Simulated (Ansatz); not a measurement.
Take KBr in the rock salt structure (space group Fm-3m, No. 225) as the base.

```yaml
crystal:
  lattice:
    - [0.00000, 3.27453, 3.27453]
    - [3.27453, 0.00000, 3.27453]
    - [3.27453, 3.27453, 0.00000]
  atoms:
    - { symbol: K, position: [0.00000, 0.00000, 0.00000] }
    - { symbol: Br, position: [0.50000, 0.50000, 0.50000] }
```

Cartesian axes are those of the cell as printed.

All numbers come from Ansatz (an electronic-structure program) PBEsol, no spin-orbit coupling.

Modification: uniaxial strain ε_zz = −2.50 %, all other strain components held at zero, atoms relaxed at fixed cell.

Question: Predict the stress tensor and what it implies for the stiffness.

Answer: Stress of the strained cell less that of the base (GPa, compression positive):
```
   0.12    0.00    0.00
   0.00    0.12    0.00
   0.00    0.00    1.10
```

Then −Δσ_ii/ε with ε = -0.0250 gives secant stiffness values (nonlinear terms included at this strain): C33 ≈ 44 GPa.

Whether these cells are dynamically stable was not tested.
